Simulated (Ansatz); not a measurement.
# AlCo (Pm-3m) in Ansatz: reference runs

How does AlCo come out in PBE? The cell is run as given and disturbed.

Program: Ansatz 0.2.0. These are calculated values, not measurements. Logs are shortened: lines on timing, memory, paths and dates and some standing lists are left out, and cuts for length are marked.

### Step 1. Starting point

Symmetry: Pm-3m, No. 221, cubic system. The conventional cell has a = 2.819 Å, b = 2.819 Å, c = 2.819 Å, α = 90.00°, β = 90.00°, γ = 90.00°. Co (site symmetry m-3m) is surrounded by 8 Al at 2.44 Å. Al (site symmetry m-3m) has 8 Co at 2.44 Å as nearest neighbours.

The cell is a database's computed one.

### Step 2. Single point, PBE, collinear spin, ferromagnetic start

File input.yaml:

```yaml
crystal:
  lattice:
    - [2.81940321, 0.0, 0.0]
    - [0.0, 2.81940321, 0.0]
    - [0.0, 0.0, 2.81940321]
  atoms:
    - { symbol: Co, position: [0.5, 0.5, 0.5], spin: 2.0 }
    - { symbol: Al, position: [0.0, 0.0, 0.0] }
hamiltonian:
  xc: pbe
  pseudopotentials: { kind: paw }
magnetization:
  spin_polarized: true
kpoints:
  mp_grid: { grid: [9, 9, 9] }
scf:
  occupations: { method: fermi_dirac, width: 0.05 }
output:
  forces: true
  stress: true
  eigenvalues: true
```

Potentials or basis: Ansatz PAW.

On the command line:

```console
ansatz run input.yaml --threads 1 --pin off --max-ram 2560MiB --backend cpu --events-out ev --progress --plain --runs-dir out
```

The program printed:

```text
Warning: RAYON_NUM_THREADS=1 ignored (pool sized by the plan → 1); use --threads N
Engine: ansatz 0.2.0, aarch64-unknown-linux-gnu
Pseudopotentials: kind: paw
Pseudopotential: Co, paw, valence charge 17, recommended cutoff 420 eV (normal), Co.paw.azcp
Pseudopotential: Al, paw, valence charge 3, recommended cutoff 420 eV (normal), Al.paw.azcp
Functional definition: PBE
  parameter kappa = 0.804
  parameter beta = 0.06672455060314922
  exchange = pbe_x(kappa = kappa, mu = beta*pi^2/3)
  correlation = pbe_c(beta = beta)
Crystal: 2 atoms, lattice volume = 22.412 Å³
Basis set: ecut = 420 eV, 461 PW (Γ), exchange–correlation on 40×40×40 points (8 copies of the dense FFT grid, shifted against one another)
Bands: 15, of which v1, the nominal top of the filled ones, is band 10 counted from 1 (9 counted from 0)
Symmetry: 48 space group operations
Space group: Pm-3m (ITA 221), of the structure as read, at distance tolerance 2.8e-5 Å
Magnetic group: BNS 221.92 (UNI 1594), of the structure as read, at distance tolerance 2.8e-5 Å
k-points: 35 of 729
Non-local potential: Co, projectors of the file, l = 0: 3, l = 1: 2, l = 2: 3, l = 3: 1
Non-local potential: Al, projectors of the file, l = 0: 2, l = 1: 2, l = 2: 1
PAW form: soft (Blöchl's): semilocal exchange-correlation on the pseudo side does not see the compensation charge
PAW one-centre angular grid: Co, 590 points (default); XC on 64 Gauss nodes
PAW one-centre angular grid: Al, 110 points (default); XC on 64 Gauss nodes
Initial density: superposition of atomic densities (chi_scale 0.1, normalization cell)
Starting moments: Σ|m| = 2 μB on 1 of 2 sites
Initial wavefunctions: pseudopotential atomic-orbital guess
Functional: x = pbe(κ = 0.804, μ = 0.2195149727645171), c = pbe(β = 0.06672455060314922)
SCF iter   1: F=—  HF=-5664.256469 eV  |F-HF|=—  |Δ(HF+E_count)|=         —  Δρ=2.24e-1 (↑2.24e-1 ↓1.22e-1)  dr2=1.71e0  dr2_m=5.96e0  M=0.116 μB ∫|m|=0.296 μB  β_m=0.30  ethr=3.10e-3  ⟨swp⟩=4.6  Hψ=4787  notcnv=0
Mixer restart at iter 1: flushing history
preconditioner: auto → none  [metal: Δε(μ)=0.006 eV  Ē_g=9.363 eV  σ=0.050 eV  W_gap=0.03  n_scr=6 (ndim 8)  ℏωp=27.2 eV  f_vac=0.000  D(μ)=1.07/eV (n_scr^D=6)  sad-step TF]
SCF iter   2: F=—  HF=-5663.553675 eV  |F-HF|=—  |Δ(HF+E_count)|=   7.03e-1  Δρ=1.34e-1 (↑1.20e-1 ↓1.34e-1)  dr2=2.20e-1  dr2_m=3.26e0  M=0.095 μB ∫|m|=0.207 μB  β_m=0.57  ethr=3.10e-3  ⟨swp⟩=2.5  Hψ=2425  notcnv=0  defer=25
SCF iter   3: F=—  HF=-5666.183634 eV  |F-HF|=—  |Δ(HF+E_count)|=    2.63e0  Δρ=1.48e-1 (↑1.48e-1 ↓6.61e-2)  dr2=6.17e0  dr2_m=3.74e-1  M=0.023 μB ∫|m|=0.098 μB  β_m=0.46  ethr=1.10e-3  ⟨swp⟩=3.6  Hψ=2828  notcnv=0  defer=26
SCF iter   4: F=—  HF=-5664.784660 eV  |F-HF|=—  |Δ(HF+E_count)|=    1.40e0  Δρ=1.25e-2 (↑1.25e-2 ↓1.06e-2)  dr2=6.58e-2  dr2_m=9.77e-4  M=0.013 μB ∫|m|=0.041 μB  β_m=0.73  ethr=1.10e-3  ⟨swp⟩=3.0  Hψ=2853  notcnv=0  defer=28
SCF iter   5: F=—  HF=-5664.826049 eV  |F-HF|=—  |Δ(HF+E_count)|=   4.14e-2  Δρ=1.55e-2 (↑1.20e-2 ↓1.55e-2)  dr2=1.10e-1  dr2_m=6.33e-4  M=0.009 μB ∫|m|=0.027 μB  β_m=0.86  ethr=3.29e-4  ⟨swp⟩=2.0  Hψ=1833  notcnv=0  defer=28
SCF iter   6: F=—  HF=-5664.828180 eV  |F-HF|=—  |Δ(HF+E_count)|=   2.13e-3  Δρ=2.46e-3 (↑2.46e-3 ↓2.23e-3)  dr2=3.77e-3  dr2_m=5.01e-6  M=0.001 μB ∫|m|=0.004 μB  β_m=0.77  ethr=3.29e-4  ⟨swp⟩=2.1  Hψ=1780  notcnv=0  defer=28
SCF iter   7: F=—  HF=-5664.828629 eV  |F-HF|=—  |Δ(HF+E_count)|=   4.48e-4  Δρ=9.70e-4 (↑9.70e-4 ↓3.90e-4)  dr2=2.37e-4  dr2_m=1.93e-5  M=0.001 μB ∫|m|=0.004 μB  β_m=0.89  ethr=1.88e-5  ⟨swp⟩=1.2  Hψ=1567  notcnv=0  defer=28
SCF iter   8: F=—  HF=-5664.828620 eV  |F-HF|=—  |Δ(HF+E_count)|=   8.96e-6  Δρ=2.52e-4 (↑2.52e-4 ↓4.67e-5)  dr2=1.02e-5  dr2_m=4.15e-6  M=0.001 μB ∫|m|=0.002 μB  β_m=0.91  ethr=1.19e-6  ⟨swp⟩=1.6  Hψ=1180  notcnv=0  defer=28
SCF iter   9: F=—  HF=-5664.828645 eV  |F-HF|=—  |Δ(HF+E_count)|=   2.51e-5  Δρ=6.56e-5 (↑6.56e-5 ↓2.76e-5)  dr2=1.77e-6  dr2_m=8.58e-8  M=0.000 μB ∫|m|=0.000 μB  β_m=0.95  ethr=5.08e-8  ⟨swp⟩=1.7  Hψ=1228  notcnv=0  defer=28
SCF iter  10: F=—  HF=-5664.828645 eV  |F-HF|=—  |Δ(HF+E_count)|=   4.60e-7  Δρ=1.27e-5 (↑1.27e-5 ↓3.00e-6)  dr2=3.36e-8  dr2_m=5.67e-9  M=0.000 μB ∫|m|=0.000 μB  β_m=0.93  ethr=8.84e-9  ⟨swp⟩=2.2  Hψ=1338  notcnv=0  defer=28
SCF iter  11: F=—  HF=-5664.828645 eV  |F-HF|=—  |Δ(HF+E_count)|=   1.56e-9  Δρ=8.04e-7 (↑6.65e-7 ↓8.04e-7)  dr2=2.72e-10  dr2_m=7.73e-12  M=0.000 μB ∫|m|=0.000 μB  β_m=0.96  ethr=1.68e-10  ⟨swp⟩=2.2  Hψ=1575  notcnv=0  defer=28
SCF iter  12: F=-5664.828645 eV  HF=-5664.828645 eV  |F-HF|=1.24e-10  |Δ(HF+E_count)|=  2.27e-11  Δρ=4.85e-7 (↑4.85e-7 ↓4.36e-7)  dr2=1.47e-10  dr2_m=3.39e-13  M=0.000 μB ∫|m|=0.000 μB  ethr=1.36e-12  ⟨swp⟩=2.9  Hψ=3263  notcnv=0
SCF 1 converged in 12 iterations: F = -5664.828645 eV  dr2 = 1.47e-10
WARN: the starting moments were not kept: the SCF closed with an absolute magnetisation of 6.8e-7 μB, where they sum to 2 μB in size (1 site). That is at most 0.1 of that sum. Measured as dr2_m measures the in/out step, that magnetisation stands 9.3e-13 eV from none, at or under the dr2_threshold of 1.0e-7 eV: it is no larger than a step whose dr2_m would equal this threshold. The system may hold no moment; this SCF shows only that its start led to no more than that. To try another start: raise the starting moments (crystal.atoms[].spin, magnetization.per_species, magnetization.initial_magnetization, or on a non-collinear deck that types none of these the spinor_matrix: blocks that start its atoms; where the total moment is fixed, keep their sum and leave initial_magnetization as it is; typed ones take the place of any that the run laid by itself, positive ones on a crystal's lanthanoids without a Hubbard term where scf.initial_density.shell_occupations: [] is typed) or, if the notice of its spin-set hold's release reads "site moments contracting" or "site moments show no strong build", lengthen the hold (scf.mixing.spin_hold: { on: { confirm: 4 } }; for m-r²SCAN on two components see the key's manual first). Each may lead to a state that holds a moment. A second SCF, from the converged charge density, with the starting moments and any scf.initial_density.shell_occupations laid on it anew, would have followed, and was not run: the deck does not ask for one (magnetization.retry_lost_moments is false, the default). To let it run, set magnetization.retry_lost_moments: true and run the deck again, where that key's refused combinations let it; where memory then withholds it, that run's warning says so.
SCF converged after 12 iterations
Magnetization: 0.0000 μB (10.0000 up, 10.0000 down)
Absolute magnetization: 0.0000 μB (∫|ρ↑−ρ↓|, with the PAW one-centre terms)
Spin contamination: 0.0000 ħ² per cell (⟨S²⟩ above its minimum at these occupations)
Per-site moments (μB) at R_I (Å): [(5.06419429377797e-7, 1.0071908563906993), (1.0277139482895892e-8, 1.0071908563906993)]
Free energy (F): -5664.828645 eV
Harris-Foulkes:  -5664.828645 eV  (|F-HF|=1.24e-10)
Internal energy: -5664.824274 eV  (E = F + TS)
E sigma→0 (E₀):  -5664.826460 eV
Entropy (-TS):   -0.004371 eV (-2.185 meV/atom)
Fermi energy:    15.061362 eV
--- Per-component energies (eV) ---
  E_band       = -274.160904
  E_kinetic    = 484.981378
  E_local      = -3632.540251  (includes V_loc(G=0)·N_el)
  E_nonlocal   = 466.583740
  E_hartree    = 1571.043157
  E_xc         = -201.387795
  E_vxc        = -237.663982  (∫ρ·V_xc dr)
  E_paw        = -1985.456350  (= ΣΔE_a)
  E_vpaw       = -497.609177  (= ΣTr[D̂ρ^β])
  E_aug_tail   = 0.000109  (compensation charges beyond the density's cutoff)
  E_ewald      = -2368.048262
  E_smearing   = -0.004371  (= −TS)
  E_closure    = -0.000000  (closes the sum)
  Σ components = -5664.828645   (vs F -5664.828645, Δ=0.00e0)
--- Forces (eV/Å), atoms counted from 1 ---
  atom   1  Co     0.00000000    -0.00000000     0.00000000
  atom   2  Al    -0.00000000     0.00000000     0.00000000
  max |Σ_I F_I| component: 7.53e-29 eV/Å
--- Stress (GPa, compression-positive) ---
        6.629504      -0.000000       0.000000
        0.000000       6.629504       0.000000
        0.000000       0.000000       6.629504
  P = ⅓ Tr σ = 6.6295 GPa (66.295 kbar)
--- Band table (eV; the first three rows and the last of 70) ---
  k-point 0 ↑: bands = ["-79.7245", "-43.0177", "-43.0177", "-43.0177", "3.7310", "11.9353", "11.9353", "14.1834", "14.1834", "14.1834", "21.1568", "21.1568", "21.1568", "23.8842", "23.8842"]
  k-point 1 ↑: bands = ["-79.7240", "-43.0234", "-43.0173", "-43.0173", "3.9704", "11.9056", "12.0028", "14.0556", "14.0556", "14.1973", "19.3587", "21.4864", "21.4864", "23.8428", "25.5108"]
  k-point 2 ↑: bands = ["-79.7229", "-43.0379", "-43.0161", "-43.0161", "4.6779", "11.6423", "12.1798", "13.7609", "13.7609", "14.2325", "17.0930", "22.3901", "22.3901", "23.7257", "27.3169"]
  k-point 34 ↓: bands = ["-79.7141", "-43.0557", "-43.0557", "-43.0557", "10.7710", "11.0316", "11.0316", "14.6524", "14.6524", "16.2686", "17.4807", "17.4807", "19.4694", "20.9067", "20.9067"]
```

Wall time 2 s (1 thread of Arm Neoverse V2, shared host); peak memory 0.28 GiB.

What came out:

| Item | Value |
| --- | --- |
| Free energy | -5664.8286 eV |
| Pressure | 6.6 GPa |
| Band gap on the k mesh | none (metal or under the smearing width) |
| Net moment | 0.00 μB per cell |
| Absolute moment | 0.00 μB per cell |

Caveat: the starting moments collapsed, and a magnetic state may lie lower; the starting moments weren't kept.

### Step 3. Single point, PBE, collinear spin, ferromagnetic start (atoms moved at random, drawn with an rms of 0.05 Å)

input.yaml: that of step 2 with these lines changed.

```diff
@@ -6,4 +6,4 @@
   atoms:
-    - { symbol: Co, position: [0.5, 0.5, 0.5], spin: 2.0 }
-    - { symbol: Al, position: [0.0, 0.0, 0.0] }
+    - { symbol: Co, position: [0.518825, 0.493505, 0.498767], spin: 2.0 }
+    - { symbol: Al, position: [-0.008945, -0.006418, -0.002134] }
 hamiltonian:
```

Potentials or basis: Ansatz PAW.

On the command line:

```console
ansatz run input.yaml --threads 1 --pin off --max-ram 2560MiB --backend cpu --events-out ev --progress --plain --runs-dir out
```

The program printed:

```text
Warning: RAYON_NUM_THREADS=1 ignored (pool sized by the plan → 1); use --threads N
[... 9 set-up lines as earlier in the session ...]
Crystal: 2 atoms, lattice volume = 22.412 Å³
Basis set: ecut = 420 eV, 461 PW (Γ), exchange–correlation on 40×40×40 points (8 copies of the dense FFT grid, shifted against one another)
Bands: 15, of which v1, the nominal top of the filled ones, is band 10 counted from 1 (9 counted from 0)
Symmetry: 1 space group operations
Space group: P1 (ITA 1), of the structure as read, at distance tolerance 2.8e-5 Å
Magnetic group: BNS 1.1 (UNI 1), of the structure as read, at distance tolerance 2.8e-5 Å
k-points: 365 of 729 (time reversal used)
[... 6 set-up lines as earlier in the session ...]
Starting moments: Σ|m| = 2 μB on 1 of 2 sites
[... 19 lines left out ...]
SCF converged after 12 iterations
Magnetization: 0.0000 μB (10.0000 up, 10.0000 down)
Absolute magnetization: 0.0000 μB (∫|ρ↑−ρ↓|, with the PAW one-centre terms)
Spin contamination: 0.0000 ħ² per cell (⟨S²⟩ above its minimum at these occupations)
Per-site moments (μB) at R_I (Å): [(7.106270833891077e-7, 0.9882275493705038), (2.179110882680755e-8, 0.9882275493705038)]
Free energy (F): -5664.803509 eV
Harris-Foulkes:  -5664.803509 eV  (|F-HF|=3.27e-11)
Internal energy: -5664.799145 eV  (E = F + TS)
E sigma→0 (E₀):  -5664.801327 eV
Entropy (-TS):   -0.004364 eV (-2.182 meV/atom)
Fermi energy:    15.058744 eV
--- Per-component energies (eV) ---
  E_band       = -274.221245
  E_kinetic    = 485.069469
  E_local      = -3633.410867  (includes V_loc(G=0)·N_el)
  E_nonlocal   = 466.663766
  E_hartree    = 1571.431885
  E_xc         = -201.403564
  E_vxc        = -237.683636  (∫ρ·V_xc dr)
  E_paw        = -1985.521871  (= ΣΔE_a)
  E_vpaw       = -497.724156  (= ΣTr[D̂ρ^β])
  E_aug_tail   = 0.000110  (compensation charges beyond the density's cutoff)
  E_ewald      = -2367.628073
  E_smearing   = -0.004364  (= −TS)
  E_closure    = 0.000000  (closes the sum)
  Σ components = -5664.803509   (vs F -5664.803509, Δ=0.00e0)
--- Forces (eV/Å), atoms counted from 1 ---
  atom   1  Co    -0.64128289     0.00180985    -0.02120715
  atom   2  Al     0.64128200    -0.00181096     0.02120666
  max |Σ_I F_I| component: 1.11e-6 eV/Å
--- Stress (GPa, compression-positive) ---
        6.864550      -0.003196       0.037360
       -0.003196       7.270541      -0.000097
        0.037361      -0.000097       7.270105
  P = ⅓ Tr σ = 7.1351 GPa (71.351 kbar)
--- Band table (eV; the first three rows and the last of 730) ---
  k-point 0 ↑: bands = ["-79.7265", "-43.0216", "-43.0216", "-43.0174", "3.7323", "11.9239", "11.9326", "14.1727", "14.1806", "14.1806", "21.1572", "21.1599", "21.1601", "23.8932", "23.9025"]
  k-point 1 ↑: bands = ["-79.7260", "-43.0273", "-43.0212", "-43.0169", "3.9718", "11.8969", "11.9978", "14.0442", "14.0533", "14.1947", "19.3560", "21.4896", "21.4983", "23.8594", "25.5099"]
  k-point 2 ↑: bands = ["-79.7249", "-43.0418", "-43.0200", "-43.0158", "4.6794", "11.6360", "12.1740", "13.7491", "13.7597", "14.2292", "17.0905", "22.3939", "22.3985", "23.7447", "27.2978"]
  k-point 364 ↓: bands = ["-79.7220", "-43.0635", "-43.0231", "-43.0230", "7.7115", "9.4143", "12.6197", "13.0081", "13.4651", "14.0574", "15.3253", "22.2189", "23.8744", "24.5413", "25.8548"]
```

It took 26 s on 1 thread of Arm Neoverse V2, shared host; peak memory 0.53 GiB.

What came out:

```
Free energy            : -5664.8035 eV
Pressure               : 7.1 GPa
Largest force          : 0.642 eV/Å
Band gap on the k mesh : none (metal or under the smearing width)
Net moment             : 0.00 μB per cell
Absolute moment        : 0.00 μB per cell
```

Forces on the atoms (eV/Å):
```
Co  -0.641  0.002 -0.021
Al   0.641 -0.002  0.021
```

Caveat: the starting moments collapsed, and a magnetic state may lie lower; the starting moments weren't kept.
